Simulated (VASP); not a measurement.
Crystal: ZnO (zincite).

```
Zn O
1.0
     3.24931    0.00000    0.00000
    -1.62465    2.81398    0.00000
     0.00000    0.00000    5.20571
Zn O
2 2
Direct
  0.33333 0.66667 0.50000
  0.66667 0.33333 0.00000
  0.66667 0.33333 0.37901
  0.33333 0.66667 0.87901
```

```yaml
Program: VASP 6.6.1
Task: relaxation of cell and atoms
Functional: PBE
Potentials_or_basis: VASP PAW PBE potentials, release 64 (Zn, O)
Cutoff: 600 eV
k_mesh: 9 × 9 × 5
Occupations: gaussian, width 0.03 eV
Spin: no spin polarisation
```

At the start: pressure 5.8 GPa; volume 11.90 Å³/atom.

Q: Where does the relaxation end?

A: Over 14 steps the energy falls by 8.9 meV/atom and the volume is 12.39 Å³/atom (+4.1 %); space group P6_3mc (No. 186, to 0.05 Å).

Step by step:
| step | energy change (eV) | largest force (eV/Å) | pressure (GPa) | volume (Å³) |
| --- | --- | --- | --- | --- |
| 1 | 0.0000 | 0.0741 | 5.83 | 47.60 |
| 2 | -0.0270 | 0.0268 | -2.61 | 50.64 |
| 3 | -0.0357 | 0.0011 | -0.01 | 49.59 |
| 4 | -0.0357 | 0.0022 | -0.06 | 49.63 |
| 5 | -0.0357 | 0.0108 | -0.01 | 49.62 |
| 6 | -0.0357 | 0.0152 | -0.10 | 49.62 |
| 7 | -0.0358 | 0.0116 | -0.01 | 49.57 |
| 8 | -0.0357 | 0.0100 | 0.08 | 49.54 |
| 9 | -0.0357 | 0.0103 | 0.14 | 49.54 |
| 10 | -0.0358 | 0.0109 | 0.11 | 49.56 |
| 11 | -0.0358 | 0.0125 | 0.00 | 49.56 |
| 12 | -0.0358 | 0.0103 | 0.12 | 49.56 |
| 13 | -0.0358 | 0.0121 | 0.06 | 49.56 |
| 14 | -0.0358 | 0.0025 | 0.06 | 49.57 |

Final structure:
```cif
data_structure
_symmetry_space_group_name_H-M 'P 1'
_symmetry_Int_Tables_number 1
_cell_length_a 3.2864
_cell_length_b 3.2864
_cell_length_c 5.2998
_cell_angle_alpha 90.000
_cell_angle_beta 90.000
_cell_angle_gamma 120.000
_cell_volume 49.57
loop_
_atom_site_label
_atom_site_type_symbol
_atom_site_fract_x
_atom_site_fract_y
_atom_site_fract_z
_atom_site_occupancy
Zn1 Zn 0.33333 0.66667 0.49982 1
Zn2 Zn 0.66667 0.33333 0.99982 1
O1 O 0.66667 0.33333 0.37919 1
O2 O 0.33333 0.66667 0.87919 1
```
